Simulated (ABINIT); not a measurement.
# BaTiO3 (R3m) in ABINIT: relaxation of cell and atoms with r2SCAN

Aim: the relaxation of cell and atoms of BaTiO3 with r2SCAN.

All numbers are computed with ABINIT 10.8.3 (patched build); they aren't measurements. Logs are shortened: lines on timing, memory, paths and dates and some standing lists are left out, and cuts for length are marked. The log counts tension as positive stress, the text compression.

### Step 1. Starting point

The structure is trigonal, space group R3m (No. 160). The conventional cell has a = 5.655 Å, b = 5.655 Å, c = 6.955 Å, α = 90.00°, β = 90.00°, γ = 120.00°. Ba (site symmetry 3m) is surrounded by 12 O at 2.79 to 2.89 Å. Ti (site symmetry 3m) has 6 O at 1.87 to 2.14 Å as nearest neighbours. O (site symmetry m) is surrounded by 2 Ti at 1.87 to 2.14 Å.

### Step 2. Relaxation of cell and atoms, r2SCAN

File run.abi:

```
# Pseudopotentials
pp_dirpath "./"
pseudos "Ba.GGA_PBE-JTH.xml, Ti.GGA_PBE-JTH.xml, O.GGA_PBE-JTH.xml"

# Structure
acell 3*1.0
rprim
     5.3429485438     3.0847527799     4.3811287513
    -5.3429485438     3.0847527799     4.3811287513
     0.0000000000    -6.1695055600     4.3811287513
ntypat 3
znucl 56 22 8
natom 5
typat 1 2 3 3 3
xcart
     0.0000000000     0.0000000000     0.0000000000
     0.0000000000    -0.0000000001     6.3679706400
     2.6239220299    -1.5149220903     4.5331539189
    -2.6239220299    -1.5149220903     4.5331539189
     0.0000000000     3.0298441804     4.5331539189
chkprim 0
chksymtnons 0
tolsym 1.0e-6

# Plane-wave basis
ecut 28.0
pawecutdg 50.0
pawovlp -1

# k points
kptopt 1
ngkpt 4 4 4
nshiftk 1
shiftk 0.0 0.0 0.0

# Exchange and correlation
ixc -497498
usekden 1
pawxcdev 0

# Bands and occupations
nband 24
occopt 3
tsmear 0.00183747

# SCF cycle
nstep 100
tolvrs 1.0e-7

# Output
iomode 3
prtwf 0
prtden 0
prteig 0
prtebands 0
enunit 1

# Relaxation
ionmov 2
ntime 60
tolmxf 0.0005
optcell 2
dilatmx 1.08
ecutsm 0.5
```

Potentials or basis: JTH PAW PBE v2.0.

The run is started by

```bash
mpirun --bind-to none -np 4 abinit run.abi > log 2>&1
```

run.abo:

```text
.Version 10.8.3 of ABINIT
 Symmetries : space group R3 m (#160); Bravais hR (rhombohedral)
================================================================================
 Values of the parameters that define the memory need of the present run
     intxc =       0    ionmov =       2      iscf =      17    lmnmax =      18
     lnmax =       6     mgfft =      40  mpssoang =       3    mqgrid =    3001
     natom =       5  nloc_mem =       2    nspden =       1   nspinor =       1
    nsppol =       1      nsym =       6    n1xccc =       1    ntypat =       3
    occopt =       3   xclevel =       2
       mpw =        3864          nfft =       64000          nkpt =          13
Pmy_natom=         2
 PAW method is used; the additional fine FFT grid is defined by:
   mgfftf=        54    nfftf =    157464
================================================================================
================================================================================

--------------------------------------------------------------------------------
------------- Echo of variables that govern the present computation ------------
--------------------------------------------------------------------------------
 -outvars: echo values of preprocessed input variables --------
            acell      1.0000000000E+00  1.0000000000E+00  1.0000000000E+00 Bohr
              amu      1.37327000E+02  4.78800000E+01  1.59994000E+01
          chkprim           0
      chksymtnons           0
          dilatmx      1.08000000E+00
             ecut      2.80000000E+01 Hartree
           ecutsm      5.00000000E-01 Hartree
           enunit           1
           ionmov           2
              ixc     -497498
         kptrlatt        4    0    0      0    4    0      0    0    4
          kptrlen      3.02673654E+01
            natom           5
            nband          24
            ngfft          40      40      40
          ngfftdg          54      54      54
             nkpt          13
            nstep         100
             nsym           6
            ntime          60
           ntypat           3
           occopt           3
          optcell           2
        pawecutdg      5.00000000E+01 Hartree
          pawovlp     -1.0000000000E+00
         pawxcdev           0
           prtden           0
        prtebands           0
           prteig           0
          prtkden           1
            prtwf           0
            rprim      5.3429485438E+00  3.0847527799E+00  4.3811287513E+00
                      -5.3429485438E+00  3.0847527799E+00  4.3811287513E+00
                       0.0000000000E+00 -6.1695055600E+00  4.3811287513E+00
          spgroup         160
           tolmxf      5.00000000E-04
           tolsym      1.00000000E-06
           tolvrs      1.00000000E-07
           tsmear      1.83747000E-03 Hartree
            typat      1  2  3  3  3
          usekden           1
           useylm           1
           xangst      0.0000000000E+00  0.0000000000E+00  0.0000000000E+00
                      -2.5932716577E-17 -5.1277330085E-11  3.3697849401E+00
                       1.3885197405E+00 -8.0166224595E-01  2.3988417458E+00
                      -1.3885197405E+00 -8.0166224595E-01  2.3988417458E+00
                      -2.9764253078E-17  1.6033244918E+00  2.3988417458E+00
            xcart      0.0000000000E+00  0.0000000000E+00  0.0000000000E+00
                      -4.9005732032E-17 -9.6900110329E-11  6.3679706400E+00
                       2.6239220299E+00 -1.5149220903E+00  4.5331539189E+00
                      -2.6239220299E+00 -1.5149220903E+00  4.5331539189E+00
                      -5.6246286660E-17  3.0298441804E+00  4.5331539189E+00
             xred      0.0000000000E+00  0.0000000000E+00  0.0000000000E+00
                       4.8450000000E-01  4.8450000000E-01  4.8450000000E-01
                       5.0860000000E-01  1.7499999993E-02  5.0860000000E-01
                       1.7499999993E-02  5.0860000000E-01  5.0860000000E-01
                       5.0860000000E-01  5.0860000000E-01  1.7499999993E-02
            znucl       56.00000   22.00000    8.00000

================================================================================

 chkinp: Checking input parameters for consistency.

[... 1224 lines left out ...]

--- !BeginCycle
iteration_state: {dtset: 1, itime: 10, icycle: 1, }
solver: {iscf: 17, nstep: 100, nline: 4, wfoptalg: 10, }
tolerances: {tolvrs: 1.00E-07, }
...
[... 114 lines left out ...]
 Difference of energy with previous step (new-old):
           Absolute (Ha)=-3.50154E-06
           Relative     =-3.38088E-08

 At Broyd/MD step  10, gradients are converged :
  max grad (force/stress) = 3.8303E-04 < tolmxf= 5.0000E-04 ha/bohr (free atoms)

================================================================================

 ----iterations are completed or convergence reached----

 Mean square residual over all n,k,spin=   22.196E-11; max=  64.683E-09
 reduced coordinates (array xred) for    5 atoms
      -0.003583637264     -0.003583637264     -0.003583637264
       0.481295732120      0.481295732120      0.481295732120
       0.510135610064      0.021216685000      0.510135610064
       0.021216685000      0.510135610064      0.510135610064
       0.510135610064      0.510135610064      0.021216685000
 rms dE/dt=  7.0393E-04; max dE/dt=  6.9986E-04; dE/dt below (all hartree)
    1       0.000699858928      0.000699858928      0.000699858928
    2      -0.001235610666     -0.001235610666     -0.001235610666
    3      -0.000305380703      0.000523976267     -0.000305380703
    4       0.000523976267     -0.000305380703     -0.000305380703
    5      -0.000305380703     -0.000305380703      0.000523976267

 cartesian coordinates (angstrom) at end:
    1      0.00000000000000     0.00000000000038    -0.02521760944161
    2     -0.00000000000000    -0.00000000005153     3.38681816937039
    3      1.39509823673150    -0.80546034254374     2.44294025818475
    4     -1.39509823673150    -0.80546034254374     2.44294025818475
    5     -0.00000000000000     1.61092068497595     2.44294025818475

 cartesian forces (hartree/bohr) at end:
    1     -0.00000000000000     0.00000000000000    -0.00018597850336
    2      0.00000000000000    -0.00000000000000     0.00025066687723
    3      0.00007690325006    -0.00004440011212    -0.00002156279129
    4     -0.00007690325006    -0.00004440011212    -0.00002156279129
    5      0.00000000000000     0.00008880022425    -0.00002156279129
 frms,max,avg= 9.0359721E-05 2.5066688E-04   0.000E+00  0.000E+00  2.809E-05 h/b

 cartesian forces (eV/Angstrom) at end:
    1     -0.00000000000000     0.00000000000000    -0.00956339915552
    2      0.00000000000000    -0.00000000000000     0.01288980908377
    3      0.00395452411643    -0.00228314556318    -0.00110880330945
    4     -0.00395452411643    -0.00228314556318    -0.00110880330945
    5      0.00000000000000     0.00456629112637    -0.00110880330935
 frms,max,avg= 4.6464837E-03 1.2889809E-02   0.000E+00  0.000E+00  1.444E-03 e/A
 length scales=  7.643019944773  7.643019944773  7.643019944779 bohr
              =  4.044511974507  4.044511974507  4.044511974510 angstroms
 Fermi (or HOMO) energy (eV) =   5.14307   Average Vxc (eV)= -11.77670
 Eigenvalues (   eV  ) for nkpt=  13  k points:
 kpt#   1, nband= 24, wtk=  0.01563, kpt=  0.0000  0.0000  0.0000 (reduced coord)
 -54.99108  -30.18673  -30.18673  -30.18664  -21.98716  -14.17962  -13.55036  -13.55036
  -6.73998   -6.73883   -6.73883    1.29154    1.29154    1.29385    2.15254    2.15254
   2.48194    2.87866    3.01052    3.01052    6.45737    6.45737    6.61590    8.38034
 prteigrs : prtvol=0 or 1, do not print more k-points.

--- !EnergyTerms
iteration_state     : {dtset: 1, itime: 10, icycle: 1, }
comment             : Components of total free energy in Hartree
kinetic             :  3.97124914795574E+01
hartree             :  3.03163512405382E+01
xc                  : -2.16487544505117E+01
Ewald energy        : -1.02029499083179E+02
psp_core            :  9.04518321812265E+00
local_psp           : -9.22459217479186E+01
PAW spherical_terms :  3.32811963189125E+01
internal            : -1.03568953024478E+02
'-kT*entropy'       : -1.67964352794461E-14
total_energy        : -1.03568953024478E+02
total_energy_eV     : -2.81825478384094E+03
...

--- !EnergyTermsDC
iteration_state     : {dtset: 1, itime: 10, icycle: 1, }
comment             : '"Double-counting" decomposition of free energy'
band_energy         : -1.58291224999231E+01
Ewald energy        : -1.02029499083179E+02
psp_core            :  9.04518321812265E+00
xc_dc               : -2.71580422279844E+01
PAW spherical_terms :  3.24025588494071E+01
internal            : -1.03568921743556E+02
'-kT*entropy'       : -1.67964352794461E-14
total_energy_dc     : -1.03568921743556E+02
total_energy_dc_eV  : -2.81825393264369E+03
...

--- !EnergyTermsWithPAWCore
iteration_state     : {dtset: 1, itime: 10, icycle: 1, }
comment             : 'Components of total free energy, including PAW core contributions'
Total energy        : -9.21645774480863E+03
Total energy DC     : -9.21645771352770E+03
Total energy (eV)   : -2.50792591513750E+05
Total energy DC (eV): -2.50792590662553E+05
...

 rms coord change=  2.8858E-03   atom, delta coord (reduced):
     1       -0.003583637264     -0.003583637264     -0.003583637264
     2       -0.003204267879     -0.003204267879     -0.003204267879
     3        0.001535610068      0.003716685007      0.001535610068
     4        0.003716685007      0.001535610068      0.001535610068
     5        0.001535610068      0.001535610068      0.003716685007

 Cartesian components of stress tensor (hartree/bohr^3)
  sigma(1 1)= -3.66332713E-06  sigma(3 2)=  3.08230902E-13
  sigma(2 2)= -3.66332631E-06  sigma(3 1)=  0.00000000E+00
  sigma(3 3)= -3.83034428E-06  sigma(2 1)=  0.00000000E+00

-Cartesian components of stress tensor (GPa)         [Pressure=  1.0942E-01 GPa]
- sigma(1 1)= -1.07778805E-01  sigma(3 2)=  9.06846623E-09
- sigma(2 2)= -1.07778781E-01  sigma(3 1)=  0.00000000E+00
- sigma(3 3)= -1.12692619E-01  sigma(2 1)=  0.00000000E+00

== END DATASET(S) ==============================================================
================================================================================

 -outvars: echo values of variables after computation  --------
            acell      7.6430199448E+00  7.6430199448E+00  7.6430199448E+00 Bohr
           etotal     -1.0356892174E+02
            fcart     -7.0036743429E-21  2.5927287610E-20 -1.8597850336E-04
                       1.0510065406E-20 -4.0254068268E-20  2.5066687723E-04
                       7.6903250060E-05 -4.4400112125E-05 -2.1562791290E-05
                      -7.6903250060E-05 -4.4400112125E-05 -2.1562791290E-05
                       4.5107836373E-21  8.8800224249E-05 -2.1562791288E-05
            rprim      7.0550779412E-01  4.0732511483E-01  5.7995258709E-01
                      -7.0550779412E-01  4.0732511483E-01  5.7995258709E-01
                       0.0000000000E+00 -8.1465022969E-01  5.7995258709E-01
           strten     -3.6633271271E-06 -3.6633263052E-06 -3.8303442799E-06
                       3.0823090219E-13  0.0000000000E+00  0.0000000000E+00
           xangst      4.9117728314E-18  3.8067743446E-13 -2.5217609442E-02
                      -1.6589007359E-16 -5.1534301558E-11  3.3868181694E+00
                       1.3950982367E+00 -8.0546034254E-01  2.4429402582E+00
                      -1.3950982367E+00 -8.0546034254E-01  2.4429402582E+00
                      -4.8487386173E-16  1.6109206850E+00  2.4429402582E+00
             xred     -3.5836372641E-03 -3.5836372641E-03 -3.5836372641E-03
                       4.8129573212E-01  4.8129573212E-01  4.8129573212E-01
                       5.1013561006E-01  2.1216685000E-02  5.1013561006E-01
                       2.1216685000E-02  5.1013561006E-01  5.1013561006E-01
                       5.1013561006E-01  5.1013561006E-01  2.1216685000E-02
 Calculation completed.
```

Run time: 7.1 min. Hardware: 4 MPI ranks of Arm Neoverse V2, shared host; peak memory 0.72 GiB.

Results:

| Property | Result |
| --- | --- |
| Free energy | -2818.2539 eV |
| Relaxed volume | 13.23 Å³/atom |
| Relaxed cell | a = 4.045 Å, b = 4.045 Å, c = 4.045 Å, α = 89.74°, β = 89.74°, γ = 89.74° |
| Space group after relaxing (to 0.05 Å) | R3m (No. 160) |
| Energy gained by relaxing | 3.9 meV/atom |
| Ionic steps | 10 |
| Pressure after relaxing | 0.1 GPa |
| Largest force after relaxing | 0.013 eV/Å |
| Band gap on the k mesh | 2.94 eV, indirect (least direct gap 3.45 eV) |

Forces on the atoms (eV/Å):
```
Ba   0.000  0.000 -0.010
Ti   0.000  0.000  0.013
O    0.004 -0.002 -0.001
O   -0.004 -0.002 -0.001
O    0.000  0.005 -0.001
```

The path:
| step | energy change (eV) | largest force (eV/Å) | pressure (GPa) | volume (Å³) |
| --- | --- | --- | --- | --- |
| 1 | 0.0000 | 0.1196 | 3.88 | 64.20 |
| 2 | -0.0117 | 0.1139 | 1.69 | 64.97 |
| 3 | -0.0141 | 0.1760 | 0.04 | 65.62 |
| 4 | -0.0150 | 0.1722 | -0.23 | 65.78 |
| 5 | -0.0177 | 0.0899 | -0.61 | 66.27 |
| 6 | -0.0185 | 0.0613 | -0.33 | 66.35 |
| 7 | -0.0188 | 0.0553 | -0.09 | 66.27 |
| 8 | -0.0192 | 0.0420 | 0.11 | 66.18 |
| 9 | -0.0194 | 0.0278 | 0.16 | 66.15 |
| 10 | -0.0195 | 0.0129 | 0.11 | 66.16 |

Final structure:
```yaml
crystal:
  lattice:
    - [2.85343, 1.64743, 2.34563]
    - [-2.85343, 1.64743, 2.34563]
    - [0.00000, -3.29486, 2.34563]
  atoms:
    - { symbol: Ba, position: [0.99642, 0.99642, 0.99642] }
    - { symbol: Ti, position: [0.48130, 0.48130, 0.48130] }
    - { symbol: O, position: [0.51014, 0.02122, 0.51014] }
    - { symbol: O, position: [0.02122, 0.51014, 0.51014] }
    - { symbol: O, position: [0.51014, 0.51014, 0.02122] }
```

Caveat: this set's barium file shifts pressures by 1.5 GPa and gaps by 0.1 eV against other sets; totals of a meta-GGA on PAW files have another zero than those of a GGA; the PAW data sets were made with another functional, which shifts forces and pressure a little; spin-orbit coupling is left out, which moves the levels of the heavy elements; the atomic spheres overlap.
